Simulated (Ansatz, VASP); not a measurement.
MoS2: VASP beside Ansatz

The input INCAR:

```
SYSTEM = MoS2
PREC = Accurate ; ENCUT = 520
EDIFF = 1E-7 ; ISMEAR = -1
SIGMA = 0.02 ; LREAL = .False.
LASPH = .True. ; NELM = 150
ALGO = Normal ; ISIF = 2
LWAVE = .False. ; LCHARG = .False.
ISPIN = 2 ; MAGMOM = 0.4 0.4 0 0 0 0
LORBIT = 11 ; LMAXMIX = 4
GGA = PE ; NBANDS = 39
```

File KPOINTS:

```
Automatic mesh
0
Gamma
  8 8 2
  0 0 0
```

POSCAR

```
MoS2
1.0
    3.1689980500      0.0000000000      0.0000000000
   -1.5844990200      2.7444328200      0.0000000000
    0.0000000000      0.0000000000     12.3240000000
Mo S
2 4
Direct
    0.3333333300      0.6666666700      0.2500000000
    0.6666666700      0.3333333300      0.7500000000
    0.3333333300      0.6666666700      0.6230000000
    0.6666666700      0.3333333300      0.1230000000
    0.3333333300      0.6666666700      0.8770000000
    0.6666666700      0.3333333300      0.3770000000
```

Input for Ansatz:

```yaml
crystal:
  lattice:
    - [3.16899805, 0.0, 0.0]
    - [-1.58449902, 2.74443282, 0.0]
    - [0.0, 0.0, 12.324]
  atoms:
    - { symbol: Mo, position: [0.33333333, 0.66666667, 0.25], spin: 0.4 }
    - { symbol: Mo, position: [0.66666667, 0.33333333, 0.75], spin: 0.4 }
    - { symbol: S, position: [0.33333333, 0.66666667, 0.623] }
    - { symbol: S, position: [0.66666667, 0.33333333, 0.123] }
    - { symbol: S, position: [0.33333333, 0.66666667, 0.877] }
    - { symbol: S, position: [0.66666667, 0.33333333, 0.377] }
magnetization:
  spin_polarized: true
hamiltonian:
  xc: pbe
  pseudopotentials: { kind: paw }
basis:
  ecutwfc: 420
kpoints:
  mp_grid: { grid: [8, 8, 2] }
scf:
  occupations: { method: fermi_dirac, width: 0.02 }
  lower_state_search: standard
output:
  forces: true
  stress: true
```

Alike in both runs: task single point; functional PBE; k mesh 8 × 8 × 2; occupations fermi-dirac, width 0.02 eV; collinear spin.

|  | VASP | Ansatz |
| --- | --- | --- |
| version | VASP 6.6.1 | Ansatz 0.2.0 |
| potentials or method | VASP PAW PBE potentials, release 64 (Mo_sv, S) | PAW, plane waves, scalar-relativistic |
| plane-wave cutoff (eV) | 520 | 420 |
| valence electrons in the cell | 52 | 52 |

|  | VASP | Ansatz | Ansatz less VASP |
| --- | --- | --- | --- |
| pressure (GPa) | 1.9 | 2.0 | +0.13 |
| largest component of the traceless stress (GPa) | 0.24 | 0.28 | +0.035 |
| rms of the force components (eV/Å) | 0.037 | 0.031 | -0.0059 |
| net moment per atom (μB) | 0.00 | 0.00 | 0.000 |

Atom by atom the forces differ by 0.006 eV/Å (rms over components). Ansatz warned: «seeded_moment_not_kept».

Caveats: this functional lacks dispersion, which binds the layers, so the pressure and a relaxed spacing across them are unreliable. A k mesh can miss the band edges.
